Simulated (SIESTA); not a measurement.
Runs of SIESTA 5.4.2 on Ge. It takes space group Fd-3m (No. 227, cubic). The conventional cell has a = 5.658 Å, b = 5.658 Å, c = 5.658 Å, α = 90.00°, β = 90.00°, γ = 90.00°. Ge (site symmetry -43m) has 4 Ge at 2.45 Å as nearest neighbours. 

| task | level | potentials or basis | cell | k mesh | optimiser | force tolerance | stress tolerance (GPa) | grid cutoff | energy shift | gap on the mesh (eV) | pressure (GPa) | relaxed volume (Å³/atom) |
| --- | --- | --- | --- | --- | --- | --- | --- | --- | --- | --- | --- | --- |
| relaxation of cell and atoms | PBE | PseudoDojo 0.4 standard (PBE files), DZP (energy shift 0.003 Ry; two zetas on semicore shells) | relaxed | 6 × 6 × 6 | Broyden | 0.01 eV/Å | 0.05 | 1200 Ry | 0.003 Ry | none | 0.0 | 24.36 |
| relaxation of cell and atoms | PBE | SG15 1.2 (PBE files) or PseudoDojo by element, DZP (energy shift 0.003 Ry; two zetas on semicore shells) | relaxed | 6 × 6 × 6 | - | 0.01 eV/Å | - | 800 Ry | 0.003 Ry | none | 0.0 | 24.21 |
| band structure | AM05 | PseudoDojo 0.4 standard (PBEsol files), DZP (energy shift 0.003 Ry; two zetas on semicore shells) | as given | 8 × 8 × 8 | - | - | - | 800 Ry | 0.003 Ry | none | (b) | - |
| band structure | PBE | PseudoDojo 0.4 standard (PBE files), TZDP (energy shift 0.01 Ry) | as given | 8 × 8 × 8 | - | - | - | 800 Ry | 0.01 Ry | none | 5.6 | - |
| relaxation of cell and atoms | PBE | PseudoDojo 0.4 standard (PBE files), DZP (energy shift 0.003 Ry; two zetas on semicore shells) | relaxed | 6 × 6 × 6 | - | 0.01 eV/Å | - | 800 Ry | 0.003 Ry | none | 0.0 | (a) |

Alike in all rows: no spin polarisation; smearing fermi-dirac 0.05 eV.

Estimate the missing entries.

(a) 24.33; (b) 1.9.

Caveats: the basis of atomic orbitals isn't converged, which shifts pressures, moduli and gaps; the potentials were made for another functional, which shifts forces and pressure (some runs); semicore shells carry a single zeta, which can move pressures by several GPa and volumes by a few percent (some runs).

A k mesh can miss the band edges, and the runs leave out spin-orbit coupling on Ge.

A gap of «none» marks a metal or a gap under the smearing width.
